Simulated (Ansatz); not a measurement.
# Nb3Sn: the cost of one run

Program: Ansatz 0.2.0. Level of theory: DFT r2SCAN, scalar-relativistic, plane waves, PAW. These are calculated values, not measurements.

### 1 The system as given

It takes space group Pm-3n (No. 223, cubic). Conventional cell: a = 5.282 Å, b = 5.282 Å, c = 5.282 Å, α = 90.00°, β = 90.00°, γ = 90.00°. Nb (site symmetry -4m2) has 2 Nb at 2.64 Å and 4 Sn at 2.95 Å in its first shell of neighbours. Sn (site symmetry m-3) has 12 Nb at 2.95 Å in its first shell of neighbours.

Coordinates:

```
Nb Sn
1.0
     5.28210    0.00000    0.00000
     0.00000    5.28210    0.00000
     0.00000    0.00000    5.28210
Nb Sn
6 2
Cartesian
  1.3205 0.0000 2.6410
  2.6410 3.9616 0.0000
  3.9616 0.0000 2.6410
  2.6410 1.3205 0.0000
  0.0000 2.6410 3.9616
  0.0000 2.6410 1.3205
  0.0000 0.0000 0.0000
  2.6410 2.6410 2.6410
```

This is candidate A: structure reported for this formula (Pm-3n, No. 223).

(A quick probe on a coarse mesh, which set the mesh and smearing, is not shown.)

### 3 Full relaxation (candidate A)

File input.yaml:

```yaml
crystal:
  lattice:
    - [5.2821, 0.0, 0.0]
    - [0.0, 5.2821, 0.0]
    - [0.0, 0.0, 5.2821]
  atoms:
    - { symbol: Nb, position: [0.25, 0.0, 0.5] }
    - { symbol: Nb, position: [0.5, 0.75, 0.0] }
    - { symbol: Nb, position: [0.75, 0.0, 0.5] }
    - { symbol: Nb, position: [0.5, 0.25, 0.0] }
    - { symbol: Nb, position: [0.0, 0.5, 0.75] }
    - { symbol: Nb, position: [0.0, 0.5, 0.25] }
    - { symbol: Sn, position: [0.0, 0.0, 0.0] }
    - { symbol: Sn, position: [0.5, 0.5, 0.5] }
basis:
  ecutwfc: 500
kpoints:
  mp_grid: { grid: [8, 8, 8] }
hamiltonian:
  xc: r2scan
scf:
  occupations: { method: gaussian, width: 0.1 }
output:
  forces: true
  stress: true
  eigenvalues: true
relax:
  adjacent_minimum: "off"
  f_tol: 0.01
  max_steps: 80
  cell: { stress_tol: 0.05 }
```

Run with:

```sh
> ansatz run input.yaml --threads 1 --pin off --max-ram 3072MiB --backend cpu --events-out ev --progress --plain --runs-dir out
```

What time and memory should one allow on 1 thread of Arm Neoverse V2, shared host?

About 4.1 min, with a peak of 0.83 GiB.
